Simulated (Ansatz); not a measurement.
# Pt: the crystal squeezed far, part 3 of 3

How does Pt (beta tin type) answer strong compression, and how long do frozen cores keep up with all electrons? The runs shown use LAPW, crystal datasets and norm-conserving. Companion runs by PAW are cited. Its runs: the reference run (LAPW); volume scaled by 1 (crystal datasets and norm-conserving); volume scaled by 0.92 (LAPW); volume scaled by 0.84 (LAPW); volume scaled by 0.76 (LAPW); volume scaled by 0.68 (LAPW and crystal datasets); volume scaled by 0.6 (LAPW and norm-conserving); volume scaled by 0.52 (LAPW); volume scaled by 0.45 (LAPW and norm-conserving).

Ansatz 0.2.0; DFT PBE; a cell built from a prototype (beta tin type), not taken from measurement. «Crystal datasets» are all-electron PAW datasets made for this crystal.

**13. Volume scaled by 0.45, LAPW**

input.yaml reads:

```yaml
crystal:
  lattice:
    - [-1.9292951043, 1.9292951043, 1.0373238553]
    - [1.9292951043, -1.9292951043, 1.0373238553]
    - [1.9292951043, 1.9292951043, -1.0373238553]
  atoms:
    - { symbol: Pt, position: [-0.375, -0.125, -0.25] }
    - { symbol: Pt, position: [0.375, 0.125, 0.25] }
kpoints:
  mp_grid: { grid: [16, 16, 16] }
  band_path:
    path:
      - [0.0, 0.0, 0.0]
      - [0.0, 0.0, 0.5]
      - [-0.5, 0.5, 0.5]
      - [0.0, 0.0, 0.0]
      - [0.3222722233, 0.3222722233, -0.3222722233]
      - [-0.3222722233, 0.6777277767, 0.3222722233]
      - [-0.5, 0.5, 0.5]
      - [0.0, 0.0, 0.5]
      - [0.25, 0.25, 0.25]
    npoints: 8
scf:
  occupations: { method: fermi_dirac, width: 0.05 }
hamiltonian:
  xc: pbe
  pseudopotentials: { kind: all_electron, lapw: { basis_error: 0.001 } }
output:
  forces: true
  stress: true
  eigenvalues: true
  populations: true
  dos: { projected: true, de: 0.2, e_range: [-14, 8] }
```

Started as:

```console
ansatz run input.yaml --threads 1 --pin off --max-ram 2048MiB --backend cpu --events-out ev --progress --plain --runs-dir out
```

Standard output:

```text
Pt: projections on atomic orbitals take those of the free atom 1s2 2s2 2p6 3s2 3p6 3d10 4s2 4p6 4d10 4f14 5s2 5p6 5d9 6s1, of charge +0.00 (hamiltonian.pseudopotentials.projection_atoms)
LAPW: plane waves up to 12.663 Å⁻¹, error target 1.0e-3 eV per atom; small_component_spin mean_spin; Pt in spheres of 0.999 Å, 50 of its electrons in bands, Dirac shells []
Engine: ansatz 0.2.0
Pseudopotentials: kind: all_electron
Pseudopotential: Pt, LAPW, valence charge 50, Koelling and Harmon's equation, gaussian nucleus
Functional definition: PBE
  parameter kappa = 0.804
  parameter beta = 0.06672455060314922
  exchange = pbe_x(kappa = kappa, mu = beta*pi^2/3)
  correlation = pbe_c(beta = beta)
Crystal: 2 atoms, lattice volume = 15.444 Å³
Basis set: ecut = 610.9073349140386 eV, 533 PW (Γ), FFT grids on a1+a2, a2, a3, exchange–correlation at level 2
Bands: 60, of which v1, the nominal top of the filled ones, is band 50 counted from 1 (49 counted from 0)
Symmetry: 16 space group operations
Space group: I41/amd (ITA 141), of the structure as read, at distance tolerance 2.5e-5 Å
k-points: 349 of 4096
Non-local potential: Pt, projectors of the file, none
Initial density: superposition of atomic densities (chi_scale 0.1, normalization cell)
Initial wavefunctions: plane waves of lowest kinetic energy (no species holds an atomic orbital)
Functional: x = pbe(κ = 0.804, μ = 0.2195149727645171), c = pbe(β = 0.06672455060314922)
iter 1 solved again at ethr=3.65e-5 eV; its pass at ethr=1.00e-1 eV (dr2=3.65e-2 eV) is discarded
SCF iter   1: F=—  HF=-1001880.699742 eV  |F-HF|=—  |Δ(HF+E_count)|=         —  Δρ=2.75e-2  dr2=3.66e-2  ethr=3.65e-5  ⟨swp⟩=3.0  Hψ=136278  notcnv=0
preconditioner: auto → Kerker (q_TF=auto, 3.725 Å⁻¹)  [metal: Δε(μ)=0.040 eV  Ē_g=64.531 eV  σ=0.050 eV  W_gap=0.19  n_scr=16 (ndim 8)  ℏωp=73.2 eV  f_vac=0.000  D(μ)=0.53/eV (n_scr^D=4)]
SCF iter   2: F=—  HF=-1001880.703195 eV  |F-HF|=—  |Δ(HF+E_count)|=   3.45e-3  Δρ=1.76e-2  dr2=1.76e-2  ethr=3.65e-5  ⟨swp⟩=2.0  Hψ=60115  notcnv=0
iter 3 solved again at ethr=1.45e-6 eV; its pass at ethr=1.76e-5 eV (dr2=1.45e-3 eV) is discarded
SCF iter   3: F=—  HF=-1001880.704072 eV  |F-HF|=—  |Δ(HF+E_count)|=   8.77e-4  Δρ=3.89e-3  dr2=1.44e-3  ethr=1.45e-6  ⟨swp⟩=2.0  Hψ=105216  notcnv=0
SCF iter   4: F=—  HF=-1001880.704776 eV  |F-HF|=—  |Δ(HF+E_count)|=         —  Δρ=1.29e-3  dr2=1.97e-4  ethr=1.44e-6  ⟨swp⟩=2.0  Hψ=60103  notcnv=0
the basis was enlarged: its passes take 632.9 KiB over the memory plan, 1 of 1 planned eigensolver slots
SCF iter   5: F=—  HF=-1001880.704397 eV  |F-HF|=—  |Δ(HF+E_count)|=   3.79e-4  Δρ=6.35e-4  dr2=2.64e-5  ethr=1.97e-7  ⟨swp⟩=2.0  Hψ=60103  notcnv=0
SCF iter   6: F=—  HF=-1001880.704397 eV  |F-HF|=—  |Δ(HF+E_count)|=   3.55e-7  Δρ=2.57e-4  dr2=4.35e-6  ethr=2.64e-8  ⟨swp⟩=2.0  Hψ=60103  notcnv=0
SCF iter   7: F=—  HF=-1001880.704396 eV  |F-HF|=—  |Δ(HF+E_count)|=   5.15e-7  Δρ=3.70e-5  dr2=1.20e-7  ethr=4.35e-9  ⟨swp⟩=2.0  Hψ=60103  notcnv=0
SCF iter   8: F=-1001880.704396 eV  HF=-1001880.704396 eV  |F-HF|=4.19e-9  |Δ(HF+E_count)|=   3.38e-8  Δρ=8.77e-6  dr2=6.65e-9  ethr=1.20e-10  ⟨swp⟩=2.0  Hψ=60103  notcnv=0
SCF 1 converged in 8 iterations: F = -1001880.704396 eV  dr2 = 6.65e-9
NSCF: frozen V_eff on 65 k-points
SCF converged after 8 iterations
Free energy (F): -1001880.704396 eV
Harris-Foulkes:  -1001880.704396 eV  (|F-HF|=4.19e-9)
Internal energy: -1001880.699614 eV  (E = F + TS)
E sigma→0 (E₀):  -1001880.702005 eV
Entropy (-TS):   -0.004782 eV (-2.391 meV/atom)
Fermi energy:    63.349814 eV
--- Per-component energies (eV) ---
  E_band       = -12037.015078
  E_kinetic    = 1138105.897747
  E_xc         = -19432.481286
  E_electrostatic = -2120554.116075  (all electrons and nuclei)
  E_smearing   = -0.004782  (= −TS)
  E_closure    = 0.000000  (closes the sum)
  E_atoms      = -1001902.435662  (free atoms, spherical and without spin; not in F)
  Σ components = -1001880.704396   (vs F -1001880.704396, Δ=0.00e0)
  Basis errors (estimates in eV, not in F): energy 3.5e-4 per atom: plane waves 3.0e-4 (1.7e-4 summed), levels above the bands 1.5e-211, relativity 5.8e-8, radial functions 4.2e-5, core shells 1.7e-10; eigenvalues (radial functions only) 3.5e-6; not estimated: angular momenta, meshes, grids; target (lapw.basis_error) 1.0e-3; muffin-tin radii Pt 0.999 Å
--- Forces (eV/Å), atoms counted from 1 ---
  atom   1  Pt     0.00000000    -0.00000000     0.00000000
  atom   2  Pt     0.00000000    -0.00000000     0.00000000
  max |Σ_I F_I| component: 1.11e-16 eV/Å
--- Stress (GPa, compression-positive) ---
     1215.059978      -0.000000       0.000000
       -0.000000    1215.059978       0.000000
        0.000000       0.000000    1215.648743
  P = ⅓ Tr σ = 1215.2562 GPa (12152.562 kbar)
--- Band table (eV; the first three rows and the last of 349) ---
  k-point 0: bands = ["-630.5449", "-630.5449", "-455.4061", "-455.4061", "-455.4061", "-455.4061", "-455.3814", "-455.3814", "-242.7807", "-242.7791", "-242.7389", "-242.7385", "-242.7056", "-242.7052", "-242.7024", "-242.7024", "-242.7023", "-242.7023", "-40.2135", "-38.7163", "-6.6637", "-6.6637", "-6.6317", "-6.6317", "-6.6014", "-6.5987", "-6.5987", "-6.5867", "-6.5824", "-6.5824", "-6.5706", "-6.5540", "-6.5316", "-6.5272", "3.3852", "3.3852", "7.8804", "7.9397", "7.9941", "7.9941", "43.6348", "44.5237", "46.8727", "48.4437", "49.3858", "58.1810", "58.1810", "58.3858", "58.3858", "65.1268", "68.7169", "70.5312", "70.5312", "80.7877", "80.7877", "87.9227", "91.5106", "91.5106", "91.6469", "92.2594"]
  k-point 1: bands = ["-630.5449", "-630.5449", "-455.4061", "-455.4061", "-455.4061", "-455.4061", "-455.3814", "-455.3814", "-242.7807", "-242.7791", "-242.7389", "-242.7385", "-242.7056", "-242.7052", "-242.7024", "-242.7024", "-242.7023", "-242.7023", "-40.1996", "-38.7311", "-6.6646", "-6.6638", "-6.6344", "-6.6328", "-6.6006", "-6.5988", "-6.5967", "-6.5868", "-6.5829", "-6.5812", "-6.5695", "-6.5534", "-6.5314", "-6.5270", "3.4162", "3.4182", "7.7364", "7.9319", "7.9434", "8.0858", "43.7682", "44.6754", "46.9848", "48.3960", "49.3404", "58.2285", "58.2927", "58.4796", "58.4970", "64.8768", "67.3001", "70.1909", "71.9598", "80.5283", "80.6866", "87.5906", "90.5888", "91.0139", "91.3569", "92.4476"]
  k-point 2: bands = ["-630.5449", "-630.5449", "-455.4061", "-455.4061", "-455.4061", "-455.4061", "-455.3814", "-455.3814", "-242.7807", "-242.7792", "-242.7389", "-242.7385", "-242.7056", "-242.7052", "-242.7024", "-242.7024", "-242.7023", "-242.7023", "-40.1582", "-38.7750", "-6.6667", "-6.6640", "-6.6405", "-6.6356", "-6.5998", "-6.5990", "-6.5909", "-6.5869", "-6.5843", "-6.5779", "-6.5666", "-6.5520", "-6.5307", "-6.5267", "3.5092", "3.5165", "7.4953", "7.7506", "7.9544", "8.1730", "44.1637", "45.1120", "47.3185", "48.2660", "49.2294", "58.3547", "58.6072", "58.7522", "58.7985", "64.1630", "65.3185", "69.2184", "73.9573", "79.8177", "80.4483", "86.8012", "89.9888", "90.0925", "90.1561", "90.2195"]
  k-point 348: bands = ["-630.5449", "-630.5449", "-455.4061", "-455.4061", "-455.4061", "-455.4061", "-455.3814", "-455.3814", "-242.7799", "-242.7799", "-242.7387", "-242.7387", "-242.7054", "-242.7054", "-242.7024", "-242.7024", "-242.7023", "-242.7023", "-39.4543", "-39.4543", "-6.6975", "-6.6975", "-6.6190", "-6.6190", "-6.5961", "-6.5961", "-6.5956", "-6.5956", "-6.5614", "-6.5614", "-6.5525", "-6.5525", "-6.5313", "-6.5313", "2.4342", "2.4342", "7.8714", "7.8714", "8.6134", "8.6134", "47.4768", "47.4768", "49.9940", "49.9940", "56.6191", "56.6191", "57.8868", "57.8868", "59.7486", "59.7486", "61.0798", "61.0798", "76.4582", "76.4582", "81.3586", "81.3586", "85.3535", "85.3535", "87.2710", "87.2710"]
--- Löwdin populations: 2 sites ---
  site symbol       q [e]
     0     Pt     77.8352
     1     Pt     77.8352
  spilling = 0.002113 (of n_electrons = 156.000000)
```

It took 2.2 min on 1 thread of Intel Xeon 6975P-C (Granite Rapids), shared host; peak memory 1.8 GiB.

Read from it: pressure 1215.26 GPa; no gap.

At the corners of the path (eV, zero at the Fermi level):

| point | band 47 | band 48 | band 49 | band 50 | band 51 | band 52 | band 53 |
| --- | --- | --- | --- | --- | --- | --- | --- |
| Γ | -5.17 | -4.96 | -4.96 | 1.78 | 5.37 | 7.18 | 7.18 |
| X | -5.58 | -5.58 | -2.10 | -2.10 | -1.32 | -1.32 | 12.58 |
| M | -5.46 | -5.46 | -3.60 | -3.60 | -2.27 | -2.27 | 13.11 |
| Γ | -5.17 | -4.96 | -4.96 | 1.78 | 5.37 | 7.18 | 7.18 |
| Z | -7.16 | -7.16 | -3.16 | -1.97 | 6.35 | 7.72 | 7.72 |
| Z0 | -7.16 | -7.16 | -3.16 | -1.97 | 6.35 | 7.72 | 7.72 |
| M | -5.46 | -5.46 | -3.60 | -3.60 | -2.27 | -2.27 | 13.11 |
| X | -5.58 | -5.58 | -2.10 | -2.10 | -1.32 | -1.32 | 12.58 |
| P | -2.46 | -2.46 | 0.43 | 0.43 | 7.95 | 7.95 | 9.12 |

States per cell, counted by energy window (eV from the Fermi level, on a grid of 0.20 eV):

| from | to | total | Pt 5d | Pt 6s |
| --- | --- | --- | --- | --- |
| -10 | -9 | 0.91 | 0.84 | 0.04 |
| -9 | -8 | 1.03 | 0.91 | 0.08 |
| -8 | -7 | 0.94 | 0.85 | 0.05 |
| -7 | -6 | 0.90 | 0.80 | 0.06 |
| -6 | -5 | 1.23 | 1.09 | 0.09 |
| -5 | -4 | 1.34 | 1.20 | 0.09 |
| -4 | -3 | 1.40 | 1.26 | 0.09 |
| -3 | -2 | 0.96 | 0.83 | 0.08 |
| -2 | -1 | 0.87 | 0.73 | 0.08 |
| -1 | 0 | 0.72 | 0.57 | 0.10 |
| 0 | 1 | 0.66 | 0.49 | 0.11 |
| 1 | 2 | 0.58 | 0.40 | 0.11 |
| 2 | 3 | 0.55 | 0.36 | 0.12 |
| 3 | 4 | 0.40 | 0.20 | 0.12 |
| 4 | 5 | 0.32 | 0.09 | 0.12 |

**14. Volume scaled by 0.45, norm-conserving**

input.yaml reads:

```yaml
crystal:
  lattice:
    - [-1.9292951043, 1.9292951043, 1.0373238553]
    - [1.9292951043, -1.9292951043, 1.0373238553]
    - [1.9292951043, 1.9292951043, -1.0373238553]
  atoms:
    - { symbol: Pt, position: [-0.375, -0.125, -0.25] }
    - { symbol: Pt, position: [0.375, 0.125, 0.25] }
kpoints:
  mp_grid: { grid: [16, 16, 16] }
scf:
  occupations: { method: fermi_dirac, width: 0.05 }
hamiltonian:
  xc: pbe
  pseudopotentials: { kind: nc }
output:
  forces: true
  stress: true
  eigenvalues: true
```

Started as:

```console
ansatz run input.yaml --threads 1 --pin off --max-ram 2048MiB --backend cpu --events-out ev --progress --plain --runs-dir out
```

Standard output (excerpt; [...] marks lines left out):

```text
[...]
[... 3 set-up lines as earlier in the session ...]
[...]
Crystal: 2 atoms, lattice volume = 15.444 Å³
Basis set: ecut = 1142.878222 eV, 1333 PW (Γ), exchange–correlation on 72×72×72 points (8 copies of the dense FFT grid, shifted against one another)
[...]
Fermi energy:    53.069925 eV
[...]
--- Forces (eV/Å), atoms counted from 1 ---
  atom   1  Pt    -0.00000000    -0.00000000     0.00000000
  atom   2  Pt     0.00000000    -0.00000000     0.00000000
[...]
--- Stress (GPa, compression-positive) ---
     1219.428411      -0.000000       0.000000
       -0.000000    1219.428411      -0.000000
       -0.000000       0.000000    1219.904839
  P = ⅓ Tr σ = 1219.5872 GPa (12195.872 kbar)
--- Band table (eV; the first three rows and the last of 349) ---
[... band rows left out ...]
[...]
```

It took 10 s on 1 thread of Intel Xeon 6975P-C (Granite Rapids), shared host; peak memory 0.56 GiB.

Result: pressure 1219.59 GPa; no gap.

**15. Side by side**

The PAW rows are taken from companion runs at the same settings.

| method | volume over the first | volume (Å³/atom) | pressure (GPa) | SCF cycles, all passes |
| --- | --- | --- | --- | --- |
| LAPW | 1 | 17.160 | -0.04 | 7 |
| LAPW | 0.92 | 15.788 | 21.51 | 7 |
| LAPW | 0.84 | 14.415 | 57.24 | 9 |
| LAPW | 0.76 | 13.042 | 116.78 | 8 |
| LAPW | 0.68 | 11.669 | 217.54 | 8 |
| LAPW | 0.6 | 10.296 | 392.62 | 8 |
| LAPW | 0.52 | 8.923 | 709.16 | 8 |
| LAPW | 0.45 | 7.722 | 1215.26 | 8 |
| PAW | 1 | 17.160 | -0.02 | 6 |
| PAW | 0.92 | 15.788 | 21.53 | 6 |
| PAW | 0.84 | 14.415 | 57.27 | 6 |
| PAW | 0.76 | 13.042 | 116.84 | 6 |
| PAW | 0.68 | 11.669 | 217.70 | 6 |
| PAW | 0.6 | 10.296 | 393.02 | 6 |
| PAW | 0.52 | 8.923 | 710.20 | 6 |
| PAW | 0.45 | 7.722 | 1217.74 | 6 |
| PAW (cutoff 250 eV) | 1 | 17.160 | 2.33 | 6 |
| PAW (cutoff 250 eV) | 0.45 | 7.722 | 1232.26 | 6 |
| crystal datasets | 1 | 17.160 | -0.04 | 9 |
| crystal datasets | 0.68 | 11.669 | 217.54 | 8 |
| norm-conserving | 1 | 17.160 | 0.10 | 7 |
| norm-conserving | 0.6 | 10.296 | 393.96 | 6 |
| norm-conserving | 0.45 | 7.722 | 1219.59 | 6 |

**16. What came out**

What follows sums up all 3 parts.

```
                                          quantity       value
               LAPW pressure at 0.45 of the volume  1215.3 GPa
                PAW pressure at 0.45 of the volume  1217.7 GPa
PAW (cutoff 250 eV) pressure at 0.45 of the volume  1232.3 GPa
    norm-conserving pressure at 0.45 of the volume  1219.6 GPa
       fitted bulk modulus at zero pressure (LAPW)     225 GPa
                           its pressure derivative        4.73
```

By LAPW the pressure climbs to 1215 GPa at 0.45 of the first volume. A third-order Birch-Murnaghan curve fits the range only roughly (B₀ = 225 GPa, B′ = 4.73, misfit at most 15.28 GPa). A fit over so wide a range leans to the high pressures, so B₀ can be off by several per cent. Where LAPW's pressure is over 3 GPa, PAW's departs from it by at most 0.2 %, at 0.45 of the volume. The ions are at rest, and the electrons smeared by 0.05 eV. Spin-orbit coupling is left out, though the cell holds Pt; in elements this heavy it can shift bands and gaps by tenths of an eV.
